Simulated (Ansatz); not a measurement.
Crystal: Ti.

```xyz
3
Lattice="4.5674 0.0000 0.0000 -2.2837 3.9555 0.0000 0.0000 0.0000 2.8262" Properties=species:S:1:pos:R:3 pbc="T T T"
Ti    2.2837    1.3185    1.4131
Ti    0.0000    2.6370    1.4131
Ti    0.0000    0.0000    0.0000
```

This isn't the form of Ti at room conditions, which is hcp.

```yaml
Program: Ansatz 0.2.0
Task: relaxation of cell and atoms
Functional: LDA
Potentials_or_basis: all-electron LAPW, scalar-relativistic
Basis_error_allowed: 0.002 eV/atom
k_mesh: 7 × 7 × 9
Occupations: fermi-dirac, width 0.05 eV
Spin: no spin polarisation
```

At the start: volume 17.02 Å³/atom.

Question: How do energy, volume and symmetry change on relaxing?

Answer: Over 6 steps the energy falls by 31.2 meV/atom and the volume is 15.85 Å³/atom (-6.9 %); space group P6/mmm (No. 191, to 0.05 Å).

The path:
| step | energy change (eV) | largest force (eV/Å) | volume (Å³) |
| --- | --- | --- | --- |
| 1 | 0.0000 | 0.0000 | 51.06 |
| 2 | -0.0177 | 0.0000 | 44.78 |
| 3 | -0.0927 | 0.0000 | 47.82 |
| 4 | -0.0935 | 0.0000 | 47.57 |
| 5 | -0.0935 | 0.0000 | 47.54 |
| 6 | -0.0935 | 0.0000 | 47.54 |

Final structure:
```
Ti
1.0
     4.45263    0.00000    0.00000
    -2.22632    3.85609    0.00000
     0.00000    0.00000    2.76911
Ti
3
Direct
  0.66667 0.33333 0.50000
  0.33333 0.66667 0.50000
  0.00000 0.00000 0.00000
```
